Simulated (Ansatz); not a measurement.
Geometry optimisation in Ansatz: input, command and trajectory.

```yaml
crystal:
  lattice:
    - [0.0, 0.0, 5.8276495337]
    - [3.0148479641, -5.2218698511, 0.0]
    - [3.0148479642, 5.221869851, 0.0]
  atoms:
    - { symbol: Cd, position: [0.25, 0.3333333333, 0.1666666667] }
    - { symbol: Cd, position: [0.25, 0.8333333333, 0.1666666667] }
    - { symbol: Cd, position: [0.25, 0.3333333333, 0.6666666667] }
    - { symbol: Cd, position: [0.25, 0.8333333333, 0.6666666667] }
    - { symbol: Cd, position: [0.75, 0.6666666667, 0.3333333333] }
    - { symbol: Cd, position: [0.75, 0.1666666667, 0.3333333333] }
    - { symbol: Cd, position: [0.75, 0.6666666667, 0.8333333333] }
    - { symbol: Cd, position: [0.75, 0.1666666667, 0.8333333333] }
basis:
  ecutwfc: 420
kpoints:
  mp_grid: { grid: [8, 6, 6] }
hamiltonian:
  xc: pbe
scf:
  occupations: { method: gaussian, width: 0.1 }
output:
  forces: true
  stress: true
  eigenvalues: true
relax:
  adjacent_minimum: "off"
  f_tol: 0.015
  max_steps: 60
  cell: { stress_tol: 0.15 }
```

```bash
ansatz run input.yaml --threads 1 --pin off --max-ram 2560MiB --backend cpu --events-out ev --progress --plain --runs-dir out
```

Level of theory: Ansatz, DFT PBE, scalar-relativistic, plane waves, PAW.

Of 4 frames 3 are shown, positions in Å and forces in eV/Å; the SCF threshold varies from step to step. Steps run on the plane waves of an earlier cell, with a Pulay correction in the pressure. The basis is chosen afresh for the last frame, the zero of the energies, and at times for earlier ones too; energy and pressure step there, also at an unchanged geometry.

```xyz
8
Lattice="0.0000 0.0000 5.8277 3.0148 -5.2219 0.0000 3.0148 5.2219 0.0000" Properties=species:S:1:pos:R:3:forces:R:3 pbc="T T T" step=1 free_energy_over_end_meV_per_atom=1.52 pressure_GPa=-0.04
Cd    1.5074   -0.8703    1.4569    0.0000    0.0000    0.0000
Cd    3.0148   -3.4812    1.4569    0.0000    0.0000    0.0000
Cd    3.0148    1.7406    1.4569    0.0000    0.0000    0.0000
Cd    4.5223   -0.8703    1.4569    0.0000    0.0000    0.0000
Cd    3.0148   -1.7406    4.3707    0.0000    0.0000    0.0000
Cd    1.5074    0.8703    4.3707    0.0000    0.0000    0.0000
Cd    4.5223    0.8703    4.3707    0.0000    0.0000    0.0000
Cd    3.0148    3.4812    4.3707    0.0000    0.0000    0.0000
8
Lattice="0.0000 0.0000 5.8969 3.0010 -5.1979 0.0000 3.0010 5.1979 0.0000" Properties=species:S:1:pos:R:3:forces:R:3 pbc="T T T" step=2 free_energy_over_end_meV_per_atom=0.19 pressure_GPa=0.07
Cd    1.5005   -0.8663    1.4742    0.0000    0.0000    0.0000
Cd    3.0010   -3.4652    1.4742    0.0000    0.0000    0.0000
Cd    3.0010    1.7326    1.4742    0.0000    0.0000    0.0000
Cd    4.5015   -0.8663    1.4742    0.0000    0.0000    0.0000
Cd    3.0010   -1.7326    4.4227    0.0000    0.0000    0.0000
Cd    1.5005    0.8663    4.4227    0.0000    0.0000    0.0000
Cd    4.5015    0.8663    4.4227    0.0000    0.0000    0.0000
Cd    3.0010    3.4652    4.4227    0.0000    0.0000    0.0000
8
Lattice="0.0000 0.0000 5.9455 2.9984 -5.1934 0.0000 2.9984 5.1934 0.0000" Properties=species:S:1:pos:R:3:forces:R:3 pbc="T T T" step=4 free_energy_over_end_meV_per_atom=0.00 pressure_GPa=-0.09
Cd    1.4992   -0.8656    1.4864    0.0000    0.0000    0.0000
Cd    2.9984   -3.4623    1.4864    0.0000    0.0000    0.0000
Cd    2.9984    1.7311    1.4864    0.0000    0.0000    0.0000
Cd    4.4976   -0.8656    1.4864    0.0000    0.0000    0.0000
Cd    2.9984   -1.7311    4.4591    0.0000    0.0000    0.0000
Cd    1.4992    0.8656    4.4591    0.0000    0.0000    0.0000
Cd    4.4976    0.8656    4.4591    0.0000    0.0000    0.0000
Cd    2.9984    3.4623    4.4591    0.0000    0.0000    0.0000
```

Time: 88 s on 1 thread of Intel(R) Xeon(R) Platinum 8488C (Sapphire Rapids), on a shared host, peak memory 0.77 GiB.